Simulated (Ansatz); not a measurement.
# Ga: bands on a dense mesh

Is Ga a metal, and what do its states look like over the zone? Levels and slopes are computed on a dense mesh; the geometry is as given.

Computed with Ansatz 0.2.0 (DFT PBE, scalar-relativistic, plane waves, PAW; levels and slopes on a dense k mesh at the converged density, unless a step's input says otherwise).

**1. The system as given**

Symmetry: Cmcm, No. 63, orthorhombic system. Conventional cell: a = 2.900 Å, b = 8.130 Å, c = 3.170 Å, α = 90.00°, β = 90.00°, γ = 90.00°. Around Ga (site symmetry m2m) lie 8 Ga at 2.68 to 2.90 Å.

Coordinates:

```xyz
2
Lattice="1.4500 -4.0650 0.0000 1.4500 4.0650 0.0000 0.0000 0.0000 3.1700" Properties=species:S:1:pos:R:3 pbc="T T T"
Ga    1.4500   -2.9837    0.7925
Ga    1.4500    2.9837    2.3775
```

The structure comes from the Crystallography Open Database and is not relaxed.

**2. Self-consistency and the dense mesh**

input.yaml reads:

```yaml
crystal:
  lattice:
    - [1.45, -4.065, 0.0]
    - [1.45, 4.065, 0.0]
    - [0.0, 0.0, 3.17]
  atoms:
    - { symbol: Ga, position: [0.867, 0.133, 0.25] }
    - { symbol: Ga, position: [0.133, 0.867, 0.75] }
basis:
  ecutwfc: 420
kpoints:
  mp_grid: { grid: [14, 14, 12] }
hamiltonian:
  xc: pbe
  pseudopotentials: { kind: paw }
scf:
  occupations: { method: gaussian, width: 0.05 }
output:
  forces: true
  eigenvalues: true
  eigenstates:
    nscf_kmesh: { grid: [20, 20, 18] }
    top_band: c6
    de_dk: true
    localisation: false
  stress: true
checkpoint:
  write: ck
  compress: false
  write_wavefunctions: false
  write_every: 100000
```

On the command line:

```sh
> ansatz run input.yaml --threads 1 --pin off --max-ram 3072MiB --backend cpu --events-out ev --progress --plain --runs-dir out
```

What does the calculation give? Wanted: bands with resolved sheets at the Fermi level; density of states at the Fermi level; intraband plasma frequencies, principal values in rising order.

As calculated:

| quantity | value |
| --- | --- |
| bands with resolved sheets at the Fermi level | 3 |
| density of states at the Fermi level | 0.79 states/eV per cell |
| intraband plasma frequencies, principal values in rising order | 8.4, 10 and 11 eV |

**Reading.** Three bands cross the Fermi level with sheets large enough to resolve; this is a three-dimensional metal. Band 14 adds most to the density of states (0.44 states/eV), with a mean Fermi speed of 13 × 10⁵ m/s.
